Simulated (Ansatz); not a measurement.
Rutile GeO2 was calculated with dielectric-dependent PBE hybrid (Ansatz, a first-principles code, PAW).

Settings: plane-wave cutoff 460 eV, 6×6×8 k mesh (along the axes of the cell as run), Fermi–Dirac smearing 0.01 eV, scalar-relativistic PAW data made under PBE.

Cell (measured lattice):

```cif
data_Ge2O4
_chemical_formula_sum 'Ge2 O4'
_space_group_name_H-M_alt 'P42/mnm'
_space_group_IT_number 136
_space_group_name_Hall '-P 4n 2n'
_cell_length_a 4.39700
_cell_length_b 4.39700
_cell_length_c 2.86300
_cell_angle_alpha 90.000
_cell_angle_beta 90.000
_cell_angle_gamma 90.000
loop_
_atom_site_label
_atom_site_type_symbol
_atom_site_symmetry_multiplicity
_atom_site_Wyckoff_symbol
_atom_site_fract_x
_atom_site_fract_y
_atom_site_fract_z
_atom_site_occupancy
Ge1 Ge 2 a 0.00000 0.00000 0.00000 1
O1 O 4 f 0.30562 0.30562 0.00000 1
```

Give the computed band gap.


band gap: 4.39 eV (on the SCF k mesh) (direct)

Measured, for comparison: band gap 4.68 eV (temperature not stated, no zero-point or thermal correction, direct (forbidden), UV absorption; as tabulated in Mengle et al. (2019), arXiv:1905.10301).

Note: cell and atoms aren't relaxed at this level (largest force component 0.05 eV/Å, pressure 1.7 GPa).

Spin–orbit coupling is not included.

It cost very roughly 5 core-minutes of CPU time.
